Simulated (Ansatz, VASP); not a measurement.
## Cd in VASP and in Ansatz

```
CELL_PARAMETERS angstrom
0.00000 2.06398 2.06398
2.06398 0.00000 2.06398
2.06398 2.06398 0.00000
ATOMIC_POSITIONS crystal
Cd 0.00000 0.00000 0.00000
```

Alike in both runs: task relaxation of cell and atoms; functional PBE; k mesh 8 × 8 × 8; occupations gaussian, width 0.1 eV; no spin polarisation.

|  | VASP | Ansatz |
| --- | --- | --- |
| version | VASP 6.6.1 | Ansatz 0.2.0 |
| potentials or method | VASP PAW PBE potentials, release 64 (Cd) | scalar-relativistic, plane waves, PAW |
| plane-wave cutoff (eV) | 600 | 420 |
| valence electrons in the cell | 12 | 20 |

```tsv
	VASP	Ansatz	Ansatz less VASP
gap on the k mesh at the Fermi level, each at its own relaxed structure (eV)	none	none	-
relaxed volume (Å³/atom)	22.87	22.84	-0.028
relaxed cell length with the largest relative difference (Å)	3.186	3.185	-0.0013
energy change over the relaxation (meV/atom)	-301	-287	+13.6
```

A gap of «none» marks a metal or a gap that the smearing closes. The two sets of potentials don't hold the same shells in valence.

Caveats: the volume moved by over 15 % at a fixed basis, so the end points are rough (VASP).
